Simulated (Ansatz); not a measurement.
# BP: the cell at several levels of theory

Cell and atoms of BP built on the rocksalt prototype are relaxed in turn with PBE and r2SCAN. This is a trial cell built on a prototype, not taken from a measured structure, and it needn't be the compound's ground state.

The runs shown are made with Ansatz 0.2.0. PAW datasets, plane waves, zero pressure. Values at 0 K without nuclear motion; spin polarisation is off, and the phase may be a hypothetical one.

## Step 1: The structure to begin with

This is the cell as the run starts from it, not yet at rest; its lengths are not the crystal's.

The symmetry is Fm-3m (No. 225, cubic); a = 4.059 Å in the conventional setting, 8.36 Å³ an atom. Around B lie 6 P at 2.03 Å; around P lie 6 B at 2.03 Å.

Structure file:

```
CELL_PARAMETERS angstrom
0.00000 2.02926 2.02926
2.02926 0.00000 2.02926
2.02926 2.02926 0.00000
ATOMIC_POSITIONS crystal
B 0.00000 0.00000 0.00000
P 0.50000 0.50000 0.50000
```

## Step 2: Relaxation with PBE

The input, input.yaml:

```yaml
crystal:
  lattice:
    - [0.0, 2.029255, 2.029255]
    - [2.029255, 0.0, 2.029255]
    - [2.029255, 2.029255, 0.0]
  atoms:
    - { symbol: B, position: [0.0, 0.0, 0.0] }
    - { symbol: P, position: [0.5, 0.5, 0.5] }
kpoints:
  mp_grid: { grid: [10, 10, 10] }
hamiltonian:
  xc: pbe
scf:
  occupations: { method: fermi_dirac, width: 0.02 }
relax:
  f_tol: 0.005
  cell: {}
output:
  write_density: true
  write_potential: true
  elf: true
  volumetric_format: npy
```

The run is started by

```sh
$ ansatz run input.yaml --threads 2 --pin off --max-ram 2211MiB --backend cpu --events-out ev --progress --plain --runs-dir out
```

Further steps of the session: r2SCAN: cell and atoms.

Before running it: what results should come out? Wanted: for each run, a; volume; space group; SCF geometries.

As calculated:

```
 level  a (Å)  volume (Å³/atom)  space group  SCF geometries
   PBE  4.313            10.025        Fm-3m               8
r2SCAN  4.311            10.014        Fm-3m               4
```

What this shows: From the start to the first minimum the volume moved by +20.0 %. The volume runs from r2SCAN (least) to PBE (most), a spread of 0.1 %, or 0.0 % in length if all axes shared it alike.
